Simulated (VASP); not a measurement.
Here is a VASP 6.6.1 calculation.

Contents of INCAR:

```
PREC = Accurate
ENCUT = 600
EDIFF = 1E-8
ISMEAR = 0
SIGMA = 0.03
LREAL = F
LASPH = T
NELM = 80
ALGO = Normal
ISIF = 2
LWAVE = F
LCHARG = F
GGA = CA
LEPSILON = T
```

KPOINTS

```
Automatic mesh
0
Monkhorst-Pack
  14 14 14
```

File POSCAR:

```
ZnSe                                    
1.0
    0.0000000000      2.7882745086      2.7882745086
    2.7882745086      0.0000000000      2.7882745086
    2.7882745086      2.7882745086      0.0000000000
  Zn              Se            
     1     1
Direct
     0.0000000000000000    0.0000000000000000    0.0000000000000000
     0.2500000000000000    0.2500000000000000    0.2500000000000000
```

Potentials or basis: VASP PAW LDA potentials, release 64 (Zn, Se).

Launch:

```console
$ cat potpaw_LDA.64/Zn/POTCAR potpaw_LDA.64/Se/POTCAR > POTCAR
$ mpirun -np 1 vasp_std > vasp.out
```

**Question.** What does it give for the electronic dielectric tensor (diagonal)?

**Answer.** 7.43.

**Question.** Predict the Born charges (mean of the diagonal).

**Answer.** Zn +1.97; Se -1.97 e.

Born effective charge tensors (e):
atom 1, Zn
```
1.97 0.00 0.00
0.00 1.97 0.00
0.00 0.00 1.97
```
atom 2, Se
```
-1.97  0.00  0.00
 0.00 -1.97  0.00
 0.00  0.00 -1.97
```

**The experiment to reproduce.**

From a printed reference work, textbook, for a bulk crystal of ZnSe: high-frequency dielectric constant 5.9.

Measured high-frequency dielectric constant of ZnSe: 5.9 (a printed reference work, textbook). This calculation gives 7.43 (+26.0 %).
